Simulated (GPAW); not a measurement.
Input of a GPAW 26.7.0 run:

Contents of run.py:

```python
from ase import Atoms
from ase.dft.bandgap import bandgap
from ase.io import write
from ase.units import GPa
from gpaw import GPAW, PW, setup_paths

setup_paths.insert(0, '.')

atoms = Atoms(['Cu'],
              cell=[[-1.410797, 1.441616, 1.366737],
                    [1.391944, -1.454551, 1.360532],
                    [1.460979, 1.504733, -1.380299]],
              scaled_positions=[[0.018792, 0.002861, 0.014387]],
              pbc=True)

calc = GPAW(mode=PW(600),
            xc='PBEsol',
            kpts={'size': (13, 13, 13), 'gamma': True},
            occupations={'name': 'fermi-dirac', 'width': 0.05},
            nbands=14,
            convergence={'density': 1e-05, 'energy': 1e-05},
            maxiter=150,
            txt='gpaw.txt')
atoms.calc = calc
energy = atoms.get_potential_energy()
forces = atoms.get_forces()
stress = atoms.get_stress()
calc.write('gs.gpw')
write('result.traj', atoms)
print(f'Energy: {energy:.6f} eV')
print('Forces (eV/A):')
print(forces.round(4))
print('Stress (GPa):', (stress / GPa).round(3))
print('Fermi level:', round(calc.get_fermi_level(), 4), 'eV')
print(f'Gap: {bandgap(calc)[0]:.4f} eV, direct: {bandgap(calc, direct=True)[0]:.4f} eV')
```

Potentials or basis: PAW data sets generated in the run's folder for this functional, pw.

Command:

```console
$ gpaw-setup -f PBEsol Cu
$ OMP_NUM_THREADS=1 python run.py
```

(1) What does it give for the pressure?

(2) Estimate the band gap on the k mesh.

## Answers

(1) 1.0 GPa.

(2) none (metal or under the smearing width).

Caveat: with this Cu data set, volumes or pressures lay over 1.5 % or 2 GPa off other programs in two to four cells of ten.
